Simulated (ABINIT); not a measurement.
# CoO (F-43m) in ABINIT: reference runs

Reference runs on CoO: the cell as given.

All numbers are computed with ABINIT 10.8.3 (patched build); they aren't measurements. Logs are shortened: lines on timing, memory, paths and dates and some standing lists are left out, and cuts for length are marked. The log counts tension as positive stress, the text compression.

**1. Starting point**

Symmetry: F-43m, No. 216, cubic system. The conventional cell has a = 4.687 Å, b = 4.687 Å, c = 4.687 Å, α = 90.00°, β = 90.00°, γ = 90.00°. Co (site symmetry -43m) has 4 O at 2.03 Å as nearest neighbours. O (site symmetry -43m) has 4 Co at 2.03 Å as nearest neighbours.

Measurements of this composition are mostly on another form, of space group No. 225.

**2. Single point, PBE, collinear spin, ferromagnetic start**

run.abi

```
# Pseudopotentials
pp_dirpath "./"
pseudos "Co.GGA_PBE-JTH.xml, O.GGA_PBE-JTH.xml"

# Structure
acell 3*1.0
rprim
     0.0000000000     4.4288412118     4.4288412118
     4.4288412118     0.0000000000     4.4288412118
     4.4288412118     4.4288412118     0.0000000000
ntypat 2
znucl 27 8
natom 2
typat 1 2
xred
     0.0000000000     0.0000000000     0.0000000000
     0.2500000000     0.2500000000     0.2500000000

# Plane-wave basis
ecut 26.0
pawecutdg 48.0
pawxcdev 0

# k points
kptopt 1
ngkpt 10 10 10
nshiftk 1
shiftk 0.0 0.0 0.0

# Exchange and correlation
ixc 11

# Bands and occupations
nband 16
occopt 3
tsmear 0.05 eV

# Spin
nsppol 2
spinat
     0.0000000000     0.0000000000     3.0000000000
     0.0000000000     0.0000000000     0.0000000000

# SCF cycle
nstep 100
tolvrs 1.0e-9

# Output
iomode 3
prtwf 0
prtden 0
prteig 0
prtebands 0
enunit 1
```

Potentials or basis: JTH PAW PBE v2.0.

Run with:

```sh
$ abinit run.abi > log 2>&1
```

run.abo:

```text
.Version 10.8.3 of ABINIT
 Symmetries : space group F-4 3 m (#216); Bravais cF (face-center cubic)
================================================================================
 Values of the parameters that define the memory need of the present run
     intxc =       0    ionmov =       0      iscf =      17    lmnmax =      18
     lnmax =       6     mgfft =      30  mpssoang =       3    mqgrid =    3001
     natom =       2  nloc_mem =       2    nspden =       2   nspinor =       1
    nsppol =       2      nsym =      24    n1xccc =       1    ntypat =       2
    occopt =       3   xclevel =       2
       mpw =        1113          nfft =       27000          nkpt =          47
 PAW method is used; the additional fine FFT grid is defined by:
   mgfftf=        40    nfftf =     64000
================================================================================
================================================================================

--------------------------------------------------------------------------------
------------- Echo of variables that govern the present computation ------------
--------------------------------------------------------------------------------
 -outvars: echo values of preprocessed input variables --------
            acell      1.0000000000E+00  1.0000000000E+00  1.0000000000E+00 Bohr
              amu      5.89332000E+01  1.59994000E+01
             ecut      2.60000000E+01 Hartree
           enunit           1
              ixc          11
         kptrlatt       10    0    0      0   10    0      0    0   10
          kptrlen      6.26332731E+01
            natom           2
            nband          16
            ngfft          30      30      30
          ngfftdg          40      40      40
             nkpt          47
           nspden           2
           nsppol           2
            nstep         100
             nsym          24
           ntypat           2
           occopt           3
        pawecutdg      4.80000000E+01 Hartree
         pawxcdev           0
           prtden           0
        prtebands           0
           prteig           0
            prtwf           0
            rprim      0.0000000000E+00  4.4288412118E+00  4.4288412118E+00
                       4.4288412118E+00  0.0000000000E+00  4.4288412118E+00
                       4.4288412118E+00  4.4288412118E+00  0.0000000000E+00
          spgroup         216
           spinat      0.0000000000E+00  0.0000000000E+00  3.0000000000E+00
                       0.0000000000E+00  0.0000000000E+00  0.0000000000E+00
           tolvrs      1.00000000E-09
           tsmear      1.83746611E-03 Hartree
            typat      1  2
           useylm           1
           xangst      0.0000000000E+00  0.0000000000E+00  0.0000000000E+00
                       1.1718209192E+00  1.1718209192E+00  1.1718209192E+00
            xcart      0.0000000000E+00  0.0000000000E+00  0.0000000000E+00
                       2.2144206059E+00  2.2144206059E+00  2.2144206059E+00
             xred      0.0000000000E+00  0.0000000000E+00  0.0000000000E+00
                       2.5000000000E-01  2.5000000000E-01  2.5000000000E-01
            znucl       27.00000    8.00000

================================================================================

 chkinp: Checking input parameters for consistency.

================================================================================
== DATASET  1 ==================================================================

--- !DatasetInfo
iteration_state: {dtset: 1, }
dimensions: {natom: 2, nkpt: 47, mband: 16, nsppol: 2, nspinor: 1, nspden: 2, mpw: 1113, }
cutoff_energies: {ecut:  26.0, pawecutdg:  48.0, }
electrons: {nelect:   2.30000000E+01, charge:   0.00000000E+00, occopt:   3.00000000E+00, tsmear:   1.83746611E-03, }
meta: {optdriver: 0, ionmov: 0, optcell: 0, iscf: 17, paral_kgb: 0, }
...

 Exchange-correlation functional for the present dataset will be:
  GGA: Perdew-Burke-Ernzerhof functional - ixc=11
  J.P.Perdew, K.Burke, M.Ernzerhof, PRL 77, 3865 (1996)

 Real(R)+Recip(G) space primitive vectors, cartesian coordinates (Bohr,Bohr^-1):
 R(1)=  0.0000000  4.4288412  4.4288412  G(1)= -0.1128963  0.1128963  0.1128963
 R(2)=  4.4288412  0.0000000  4.4288412  G(2)=  0.1128963 -0.1128963  0.1128963
 R(3)=  4.4288412  4.4288412  0.0000000  G(3)=  0.1128963  0.1128963 -0.1128963
 Unit cell volume ucvol=  1.7374020E+02 bohr^3
 Angles (23,13,12)=  6.00000000E+01  6.00000000E+01  6.00000000E+01 degrees

 Coarse grid specifications (used for wave-functions):

 getcut: wavevector=  0.0000  0.0000  0.0000  ngfft=  30  30  30
         ecut(hartree)=     26.000   => boxcut(ratio)=   2.08904

 Fine grid specifications (used for densities):

 getcut: wavevector=  0.0000  0.0000  0.0000  ngfft=  40  40  40
         ecut(hartree)=     48.000   => boxcut(ratio)=   2.04771

--- Pseudopotential description ------------------------------------------------
- pspini: atom type   1  psp file is ./Co.GGA_PBE-JTH.xml
 Pseudopotential format is: paw10
 basis_size (lnmax)=  6 (lmn_size= 18), orbitals=   0   0   1   1   2   2
 Spheres core radius: rc_sph= 2.10903434
 Shapefunction is SIN type: shapef(r)=[sin(pi*r/rshp)/(pi*r/rshp)]**2
 Radius for shape functions =  1.60384542
 Compensation charge density is not taken into account in XC energy/potential

- pspini: atom type   2  psp file is ./O.GGA_PBE-JTH.xml
 Pseudopotential format is: paw10
 basis_size (lnmax)=  4 (lmn_size=  8), orbitals=   0   0   1   1
 Spheres core radius: rc_sph= 1.41465230
 Shapefunction is SIN type: shapef(r)=[sin(pi*r/rshp)/(pi*r/rshp)]**2
 Radius for shape functions =  1.20231231
 Compensation charge density is not taken into account in XC energy/potential

   4.53385745E+02                                ecore*ucvol(ha*bohr**3)
--------------------------------------------------------------------------------

================================================================================

--- !BeginCycle
iteration_state: {dtset: 1, }
solver: {iscf: 17, nstep: 100, nline: 4, wfoptalg: 10, }
tolerances: {tolvrs: 1.00E-09, }
...

     iter   Etot(hartree)      deltaE(h)  residm     nres2   difmagsph maxmagsph
 ETOT  1  -159.40318818218    -1.594E+02 2.012E+01 2.276E+02 1.120E+00 1.120E+00
 ETOT  2  -163.08724659044    -3.684E+00 1.797E-01 7.849E+02 1.005E+00 1.151E-01
 ETOT  3  -162.53406811903     5.532E-01 5.407E-01 3.577E+01 2.298E+00 2.413E+00
 ETOT  4  -162.51775529440     1.631E-02 5.815E-01 9.211E+00 2.451E-01 2.168E+00
 ETOT  5  -162.52254942578    -4.794E-03 1.695E-02 4.262E+00 3.302E-02 2.192E+00
 ETOT  6  -162.52618302324    -3.634E-03 6.137E-03 5.504E+00 3.343E-01 2.526E+00
 ETOT  7  -162.52724610322    -1.063E-03 4.066E-03 3.889E+00 4.793E-02 2.574E+00
 ETOT  8  -162.52523388218     2.012E-03 3.560E-03 5.223E-01 2.474E-02 2.550E+00
 ETOT  9  -162.52516235678     7.153E-05 9.578E-04 3.886E-02 2.119E-02 2.528E+00
 ETOT 10  -162.52525894159    -9.658E-05 2.339E-03 3.505E-02 8.042E-03 2.537E+00
 ETOT 11  -162.52526756629    -8.625E-06 4.166E-04 1.022E-02 1.273E-02 2.549E+00
 ETOT 12  -162.52526272075     4.846E-06 5.512E-04 1.565E-03 1.872E-03 2.547E+00
 ETOT 13  -162.52526521264    -2.492E-06 2.734E-04 8.672E-04 2.229E-03 2.545E+00
 ETOT 14  -162.52526554286    -3.302E-07 1.352E-04 6.349E-04 7.614E-04 2.546E+00
 ETOT 15  -162.52526531931     2.236E-07 1.619E-04 3.333E-05 6.435E-04 2.545E+00
 ETOT 16  -162.52526531927     4.474E-11 5.657E-05 5.167E-06 2.279E-04 2.545E+00
 ETOT 17  -162.52526532315    -3.885E-09 1.145E-04 2.260E-07 6.032E-05 2.546E+00
 ETOT 18  -162.52526532485    -1.703E-09 4.543E-05 4.506E-08 2.809E-05 2.545E+00
 ETOT 19  -162.52526532498    -1.248E-10 4.982E-05 5.831E-09 6.517E-06 2.545E+00
 ETOT 20  -162.52526532501    -3.271E-11 2.288E-05 3.256E-09 6.179E-06 2.545E+00
 ETOT 21  -162.52526532501     2.842E-14 2.575E-05 5.348E-10 3.298E-06 2.545E+00

 At SCF step   21       nres2   =  5.35E-10 < tolvrs=  1.00E-09 =>converged.

 Cartesian components of stress tensor (hartree/bohr^3)
  sigma(1 1)=  4.26513992E-04  sigma(3 2)=  0.00000000E+00
  sigma(2 2)=  4.26513992E-04  sigma(3 1)=  0.00000000E+00
  sigma(3 3)=  4.26513992E-04  sigma(2 1)=  0.00000000E+00

--- !ResultsGS
iteration_state: {dtset: 1, }
comment   : Summary of ground state results
lattice_vectors:
- [  0.0000000,   4.4288412,   4.4288412, ]
- [  4.4288412,   0.0000000,   4.4288412, ]
- [  4.4288412,   4.4288412,   0.0000000, ]
lattice_lengths: [   6.26333,    6.26333,    6.26333, ]
lattice_angles: [ 60.000,  60.000,  60.000, ] # degrees, (23, 13, 12)
lattice_volume:   1.7374020E+02
convergence: {deltae:  2.842E-14, res2:  5.348E-10, residm:  2.575E-05, diffor: null, }
etotal    :  -1.62525265E+02
entropy   :   0.00000000E+00
fermie    :   2.39917972E-01
cartesian_stress_tensor: # hartree/bohr^3
- [  4.26513992E-04,   0.00000000E+00,   0.00000000E+00, ]
- [  0.00000000E+00,   4.26513992E-04,   0.00000000E+00, ]
- [  0.00000000E+00,   0.00000000E+00,   4.26513992E-04, ]
pressure_GPa:  -1.2548E+01
xred      :
- [  0.0000E+00,   0.0000E+00,   0.0000E+00, Co]
- [  2.5000E-01,   2.5000E-01,   2.5000E-01,  O]
cartesian_forces: # hartree/bohr
- [ -9.49968165E-31,  -9.49968165E-31,   2.84990450E-30, ]
- [  9.49968165E-31,   9.49968165E-31,  -2.84990450E-30, ]
force_length_stats: {min:   3.15068797E-30, max:   3.15068797E-30, mean:   3.15068797E-30, }
...

 Integrated electronic and magnetization densities in atomic spheres:
 ------------------------------------------------------------------------------------------------------------
 Radius=ratsph(iatom), smearing ratsm=  0.0000. Diff(up-dn)=approximate z local magnetic moment.
    Atom    Radius    up_density   dn_density  Total(up+dn)  Diff(up-dn)
    1 Co   2.10903     8.909967     6.364474     15.274441     2.545492
    2  O   1.41465     2.389766     2.086669      4.476435     0.303097
 ------------------------------------------------------------------------------------------------------------
  Sum:                11.299733     8.451143     19.750876     2.848590
 Total magnetization (from the atomic spheres):                2.848590
 Total magnetization (exact up - dn):                          2.982860

================================================================================

 ----iterations are completed or convergence reached----

 Mean square residual over all n,k,spin=   36.075E-09; max=  25.750E-06
 reduced coordinates (array xred) for    2 atoms
       0.000000000000      0.000000000000      0.000000000000
       0.250000000000      0.250000000000      0.250000000000
 rms dE/dt=  1.1900E-29; max dE/dt=  1.6829E-29; dE/dt below (all hartree)
    1      -0.000000000000     -0.000000000000      0.000000000000
    2       0.000000000000      0.000000000000      0.000000000000

 cartesian coordinates (angstrom) at end:
    1      0.00000000000000     0.00000000000000     0.00000000000000
    2      1.17182091920132     1.17182091920132     1.17182091920132

 cartesian forces (hartree/bohr) at end:
    1     -0.00000000000000    -0.00000000000000     0.00000000000000
    2      0.00000000000000     0.00000000000000    -0.00000000000000
 frms,max,avg= 1.8190505E-30 2.8499045E-30   0.000E+00  0.000E+00  0.000E+00 h/b

 cartesian forces (eV/Angstrom) at end:
    1     -0.00000000000000    -0.00000000000000     0.00000000000000
    2      0.00000000000000     0.00000000000000    -0.00000000000000
 frms,max,avg= 9.3539340E-29 1.4654798E-28   0.000E+00  0.000E+00  0.000E+00 e/A
 length scales=  1.000000000000  1.000000000000  1.000000000000 bohr
              =  0.529177210544  0.529177210544  0.529177210544 angstroms
 Fermi (or HOMO) energy (eV) =   6.52850   Average Vxc (eV)= -10.28608
 Eigenvalues (   eV  ) for nkpt=  47  k points, SPIN UP:
 kpt#   1, nband= 16, wtk=  0.00100, kpt=  0.0000  0.0000  0.0000 (reduced coord)
 -90.06797  -53.32759  -53.32759  -53.32759  -12.62578    1.03836    1.03836    1.03836
   4.36891    4.36891    6.46637    6.52249    6.52249    6.52249   19.78135   19.78135
 prteigrs : prtvol=0 or 1, do not print more k-points.

 Eigenvalues (   eV  ) for nkpt=  47  k points, SPIN DOWN:
 kpt#   1, nband= 16, wtk=  0.00100, kpt=  0.0000  0.0000  0.0000 (reduced coord)
 -87.03806  -50.37130  -50.37130  -50.37130  -12.06476    2.36857    2.36857    2.36857
   6.13893    6.13893    7.03426    9.01406    9.01406    9.01406   20.30215   20.30215
 prteigrs : prtvol=0 or 1, do not print more k-points.

--- !EnergyTerms
iteration_state     : {dtset: 1, }
comment             : Components of total free energy in Hartree
kinetic             :  1.90826297199235E+01
hartree             :  5.15758312952247E+01
xc                  : -5.95421767385887E+00
Ewald energy        : -9.33469407057723E+01
psp_core            :  2.60956150176604E+00
local_psp           : -1.63395976813753E+02
PAW spherical_terms :  2.69043178880820E+01
internal            : -1.62524794788388E+02
'-kT*entropy'       : -4.68621248796448E-04
total_energy        : -1.62525263409637E+02
total_energy_eV     : -4.42253771736942E+03
...

--- !EnergyTermsDC
iteration_state     : {dtset: 1, }
comment             : '"Double-counting" decomposition of free energy'
band_energy         : -1.71250687003524E+01
Ewald energy        : -9.33469407057723E+01
psp_core            :  2.60956150176604E+00
xc_dc               : -4.97927003749773E+01
PAW spherical_terms : -4.86964842442534E+00
internal            : -1.62524796703761E+02
'-kT*entropy'       : -4.68621248796448E-04
total_energy_dc     : -1.62525265325010E+02
total_energy_dc_eV  : -4.42253776948940E+03
...

--- !EnergyTermsWithPAWCore
iteration_state     : {dtset: 1, }
comment             : 'Components of total free energy, including PAW core contributions'
Total energy        : -1.46867866098370E+03
Total energy DC     : -1.46867866289907E+03
Total energy (eV)   : -3.99647823152576E+04
Total energy DC (eV): -3.99647823673776E+04
...

 Cartesian components of stress tensor (hartree/bohr^3)
  sigma(1 1)=  4.26513992E-04  sigma(3 2)=  0.00000000E+00
  sigma(2 2)=  4.26513992E-04  sigma(3 1)=  0.00000000E+00
  sigma(3 3)=  4.26513992E-04  sigma(2 1)=  0.00000000E+00

-Cartesian components of stress tensor (GPa)         [Pressure= -1.2548E+01 GPa]
- sigma(1 1)=  1.25484749E+01  sigma(3 2)=  0.00000000E+00
- sigma(2 2)=  1.25484749E+01  sigma(3 1)=  0.00000000E+00
- sigma(3 3)=  1.25484749E+01  sigma(2 1)=  0.00000000E+00

== END DATASET(S) ==============================================================
================================================================================

 -outvars: echo values of variables after computation  --------
            acell      1.0000000000E+00  1.0000000000E+00  1.0000000000E+00 Bohr
           etotal     -1.6252526533E+02
            fcart     -9.4996816548E-31 -9.4996816548E-31  2.8499044964E-30
                       9.4996816548E-31  9.4996816548E-31 -2.8499044964E-30
            rprim      0.0000000000E+00  4.4288412118E+00  4.4288412118E+00
                       4.4288412118E+00  0.0000000000E+00  4.4288412118E+00
                       4.4288412118E+00  4.4288412118E+00  0.0000000000E+00
           strten      4.2651399171E-04  4.2651399171E-04  4.2651399171E-04
                       0.0000000000E+00  0.0000000000E+00  0.0000000000E+00
           xangst      0.0000000000E+00  0.0000000000E+00  0.0000000000E+00
                       1.1718209192E+00  1.1718209192E+00  1.1718209192E+00
             xred      0.0000000000E+00  0.0000000000E+00  0.0000000000E+00
                       2.5000000000E-01  2.5000000000E-01  2.5000000000E-01
 Calculation completed.
```

Wall time 98 s (1 thread of Arm Neoverse V1, shared host); peak memory 0.16 GiB.

What came out:

- Free energy: -4422.5378 eV
- Pressure: -12.5 GPa
- Band gap on the k mesh: none (metal or under the smearing width)
- Net moment: 2.98 μB per cell
- Site moments: Co +2.55; O +0.30 μB
- Valence electrons inside the program's atomic spheres: Co 15.27; O 4.48

Caveat: a cell with one magnetic atom can't hold antiferromagnetic order, which such compounds often take; semilocal functionals often make such compounds metallic where correlation or magnetic order opens a gap, which also shifts bond lengths. With open d or f shells a metallic result of PBE can be an artefact of self-interaction; +U or a hybrid may open a gap.

[end of part 1 of 2]
